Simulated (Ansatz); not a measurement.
# TiPbO3, space group Pm-3m: cell relaxations under several functionals

Program: the Ansatz DFT code, driven from Python.

Script `lattice_tipbo3.py`:
```python
import ansatz as az
from ase import Atoms
import numpy as np

CUTOFF_EV = 420
FILLING = 'fixed'
MAX_SCF = 100
EXTRA_BANDS = 12

def edges_and_angles(cell):
    cell = np.asarray(cell)
    a, b, c = np.linalg.norm(cell, axis=1)
    cosines = cell[1] @ cell[2] / (b * c), cell[0] @ cell[2] / (a * c), cell[0] @ cell[1] / (a * b)
    return (a, b, c, *np.degrees(np.arccos(cosines)))


def main() -> None:
    atoms = Atoms(
        ['Ti', 'Pb', 'O', 'O', 'O'],
        scaled_positions=[
            (0.5, 0.5, 0.5),
            (0.0, 0.0, 0.0),
            (0.0, 0.5, 0.5),
            (0.5, 0.0, 0.5),
            (0.5, 0.5, 0.0),
        ],
        cell=[
            (3.9639, 0.0, 0.0),
            (0.0, 3.9639, 0.0),
            (0.0, 0.0, 3.9639),
        ],
        pbc=True,
    )
    cell = az.Crystal.from_ase(atoms)

    base = (
        cell.calculation()
        .basis(CUTOFF_EV)
        .kpoints(4)
        .occupations(FILLING)
        .scf(max_iterations=MAX_SCF, extra_bands=EXTRA_BANDS)
        .relax(cell=True, max_steps=40)
    )

    levels = [('rpbe', 'none'), ('pbe', 'none'), ('revpbe', 'd3bj')]
    print('level            a       b       c    alpha   beta  gamma  V/atom  steps')
    for name, dispersion in levels:
        seen = []
        run = base.functional(name, dispersion=dispersion).session().plan()
        outcome = run.execute(on_event=lambda e: seen.append(e) if e['event'] == 'relax_step' else None)
        cell = outcome.lattice.cell_ang
        label = name if dispersion == 'none' else f'{name}+{dispersion}'
        print('{:13s} {:7.4f} {:7.4f} {:7.4f} {:6.2f} {:6.2f} {:6.2f}'.format(label, *edges_and_angles(cell)), f'{abs(np.linalg.det(cell)) / len(outcome.lattice.sites):7.3f} {len(seen):5d}')


if __name__ == '__main__':
    main()
```

`python lattice_tipbo3.py` gives:
```text
level            a       b       c    alpha   beta  gamma  V/atom  steps
rpbe           4.0007  4.0007  4.0007  90.00  90.00  90.00  12.806     5
pbe            3.9670  3.9670  3.9670  90.00  90.00  90.00  12.486     3
revpbe+d3bj    3.9407  3.9407  3.9407  90.00  90.00  90.00  12.239     5
```

From smallest to largest: revPBE+D3BJ (12.24 Å³ an atom, -1.7 % against the start), PBE (12.49 Å³ an atom, +0.2 % against the start) and RPBE (12.81 Å³ an atom, +2.8 % against the start). The spread is 4.6 % in volume.

What to keep in mind:
- The settings weren't tested for convergence.
- The run is spin-unpolarised.
- Forces vanish by symmetry, so the ions can't move, and the end may be a saddle.
- Of the deposited cell: it was measured well above room temperature.
- Spin-orbit coupling, which matters for elements this heavy, is left out.
- The starting cell is as deposited in a crystallographic database; the results hold for this polymorph, which needn't be the stable one.
- Hardware and time: 19 s on 1 thread of Arm Neoverse V1, on a shared host, peak memory 0.43 GiB.
